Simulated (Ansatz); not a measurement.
# CdF$_{2}$ (Fm-3m) at 2 levels of theory

One geometry, relaxed with PBE; plane waves with PAW potentials in Ansatz, scalar-relativistic. No spin polarisation. Gaps are the least over mesh and band path; pressure is positive in compression.

```
Cd F
1.0
     0.00000    2.74068    2.74068
     2.74068    0.00000    2.74068
     2.74068    2.74068    0.00000
Cd F
1 2
Cartesian
  2.7407 2.7407 2.7407
  1.3703 1.3703 1.3703
  4.1110 4.1110 4.1110
```

| level | cutoff (eV) | k mesh | gap (eV) | pressure (GPa) |
| --- | --- | --- | --- | --- |
| PBE | 420 | 8×8×8 | 2.92 | 0.0 |

**Question.** What comes out on the same cell with r2SCAN?

**Answer.**
| level | cutoff (eV) | k mesh | gap (eV) | pressure (GPa) |
| --- | --- | --- | --- | --- |
| r2SCAN | 500 | 8×8×8 | 3.60 | -5.1 |

The cell was reached from a generator's guess, though it ends in a space group that the Crystallography Open Database lists for this formula.
